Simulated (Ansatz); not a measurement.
Level of theory: DFT PBE, scalar-relativistic, plane waves, PAW (Ansatz). All cells share a 420 eV cutoff and Γ-centred k meshes spaced at most about 0.3 Å⁻¹ (about 0.25 or finer for metals, 2π included). No spin polarisation.

Formation energies are uncorrected and refer to the elements' standard structures at the same level.

All energies are static (0 K, no zero-point motion). The comparison covers the computed candidates alone. These runs have no spin–orbit coupling, which can matter for Te. The reference form of Te is held partly by dispersion forces, which this level lacks.

A search for MgTe₄ gave 5 distinct relaxed structures. Coordination counts Te atoms around Mg (those within 1.25 times the shortest such distance or 1.15 times the sum of covalent radii, 1.27 where that leaves under three; a plus sign parts nearer from farther groups; the shortest distance is added where it exceeds 1.18 times the sum of covalent radii). Cells relaxed within their symmetry can be saddle points.

**Question.** What is the best candidate for MgTe₄?

**Answer.** The one with space group I4/m (No. 87), reached from: LuAg4 type (I4/m). It has a = 8.654 Å, c = 5.016 Å, 37.6 Å³/atom, no gap on the mesh. Around Mg lie 4 Te at 2.92 Å; Te is surrounded by 2 Te at 2.90 Å and 1 Mg at 2.92 Å. Its energy over the elements is −0.10 eV/atom. Whether it is stable depends on the other phases of the system, which aren't compared here. An observed structure of this formula, if there is one, may be missing.

Space group I4/m (No. 87). a = 8.654 Å, b = 8.654 Å, c = 5.016 Å, α = 90.00°, β = 90.00°, γ = 90.00°
| atom | site | symmetry | x | y | z |
| --- | --- | --- | --- | --- | --- |
| Mg | 2a | 4/m.. | 0.0000 | 0.0000 | 0.0000 |
| Te | 8h | m.. | 0.1752 | 0.7116 | 0.0000 |

**Question.** How much higher is the Pm-3m structure with 38.3 Å³/atom and coordination Mg 12+8 from 4.1 Å (reached from: Mn4N type (Pm-3m))?

**Answer.** 0.51 eV/atom. It has no gap on its mesh. It holds Te–Te bonds in all directions (shortest 2.88 Å).

**Question.** How much higher is the P-43m structure with 32.6 Å³/atom and coordination Mg 4 (reached from: SnI4 type (P-43m))?

**Answer.** 0.38 eV/atom. It has no gap on its mesh.
